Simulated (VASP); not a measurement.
Wanted: the native input for a VASP 6.6.1 run.

```yaml
Task: relaxation of cell and atoms
Functional: revPBE
Dispersion: D3
Potentials_or_basis: VASP PAW PBE potentials, release 64 (Ni)
Cutoff: 600 eV
k_mesh: 13 × 13 × 13
Occupations: fermi-dirac, width 0.05 eV
Spin: collinear spin, ferromagnetic start
Starting_moments: "[1.0] μB"
Further_INCAR_settings: ALGO = Normal; EDIFF = 1e-06; IBRION = 2; EDIFFG = -0.005; NSW = 60; ISIF = 3
```

The structure of Ni lies in POSCAR:

```
Ni
1.0
    0.0000000000      1.7375729330      1.7375729330
    1.7375729330      0.0000000000      1.7375729330
    1.7375729330      1.7375729330      0.0000000000
Ni
1
Direct
    0.0000000000      0.0000000000      0.0000000000
```

These files were run (other wordings do the same):

INCAR

```
SYSTEM = Ni
PREC = Accurate
ENCUT = 600
EDIFF = 1E-6
ISMEAR = -1
SIGMA = 0.05
LREAL = .False.
LASPH = .True.
NELM = 120
ALGO = Normal
ISIF = 3
LWAVE = .False.
LCHARG = .False.
ISPIN = 2
MAGMOM = 1
LORBIT = 11
LMAXMIX = 4
GGA = RE
IVDW = 11
IBRION = 2
NSW = 60
EDIFFG = -0.005
```

KPOINTS

```
regular mesh
0
Gamma
  13 13 13
  0 0 0
```

Potentials or basis: VASP PAW PBE potentials, release 64 (Ni).

The run is started by

```sh
$ cat potpaw_PBE.64/Ni/POTCAR > POTCAR
$ mpirun -np 1 vasp_std > vasp.out
```

Results of the run:

| Property | Result |
| --- | --- |
| Relaxed volume | 10.37 Å³/atom |
| Relaxed cell | a = 2.448 Å, b = 2.448 Å, c = 2.448 Å, α = 60.00°, β = 60.00°, γ = 60.00° |
| Space group after relaxing (to 0.05 Å) | Fm-3m (No. 225) |
| Energy gained by relaxing | 0.9 meV/atom |
| Ionic steps | 3 |
| Pressure after relaxing | 0.0 GPa |
| Band gap on the k mesh | none (metal or under the smearing width) |
| Net moment | 0.62 μB per cell |
| Site moments | Ni +0.63 μB |
| Valence electrons inside the program's atomic spheres | Ni 9.39 |
| Dispersion energy per atom | -0.713 eV |

Caveat: the PAW data sets were made with another functional, which shifts forces and pressure a little; pairwise dispersion overbinds metals, which lowers pressure and volume.

It took 27 s on 1 thread of Intel(R) Xeon(R) 6975P-C (Granite Rapids), on a shared host, peak memory 0.15 GiB.
